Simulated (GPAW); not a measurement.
Set up this calculation in GPAW 26.7.0, as an ASE script.

| Quantity | Value |
| --- | --- |
| Task | single point |
| Functional | PBE |
| Potentials or basis | GPAW PAW data sets (gpaw-data 1.2.1) |
| Cutoff | 800 eV |
| Basis | pw |
| k mesh | 10 × 10 × 10 |
| Occupations | fermi-dirac, width 0.05 eV |
| Spin | no spin polarisation |
| Maxiter | 150 |

WC:

```
CELL_PARAMETERS angstrom
0.00000 2.19268 2.19268
2.19268 0.00000 2.19268
2.19268 2.19268 0.00000
ATOMIC_POSITIONS crystal
W 0.98258 0.99518 0.00280
C 0.51745 0.50594 0.48678
```

The cell comes from a database or a generator and needn't be the stable form of this composition.

The cell isn't the ideal one: atoms moved at random, drawn with an rms of 0.05 Å.

One way to write it, as run:

run.py

```python
from ase import Atoms
from ase.dft.bandgap import bandgap
from ase.io import write
from ase.units import GPa
from gpaw import GPAW, PW

atoms = Atoms(['W', 'C'],
              cell=[[0.0, 2.192684, 2.192684],
                    [2.192684, 0.0, 2.192684],
                    [2.192684, 2.192684, 0.0]],
              scaled_positions=[[-0.017418, -0.004818, 0.002798],
                                [0.517446, 0.505944, 0.486775]],
              pbc=True)

calc = GPAW(mode=PW(800),
            xc='PBE',
            kpts={'size': (10, 10, 10), 'gamma': True},
            occupations={'name': 'fermi-dirac', 'width': 0.05},
            nbands=19,
            convergence={'density': 1e-05, 'energy': 1e-05},
            maxiter=150,
            txt='gpaw.txt')
atoms.calc = calc
energy = atoms.get_potential_energy()
forces = atoms.get_forces()
stress = atoms.get_stress()
calc.write('gs.gpw')
write('result.traj', atoms)
print(f'Energy: {energy:.6f} eV')
print('Forces (eV/A):')
print(forces.round(4))
print('Stress (GPa):', (stress / GPa).round(3))
print('Fermi level:', round(calc.get_fermi_level(), 4), 'eV')
print(f'Gap: {bandgap(calc)[0]:.4f} eV, direct: {bandgap(calc, direct=True)[0]:.4f} eV')
```

Potentials or basis: GPAW PAW data sets (gpaw-data 1.2.1), pw.

The run is started by

```sh
$ OMP_NUM_THREADS=1 python run.py
```

Results of the run:

* Pressure: 0.1 GPa
* Largest force: 0.742 eV/Å
* Band gap on the k mesh: none (metal or under the smearing width)

Run time: 3.1 min on 1 thread of Arm Neoverse V2, on a shared host, peak memory 0.43 GiB.
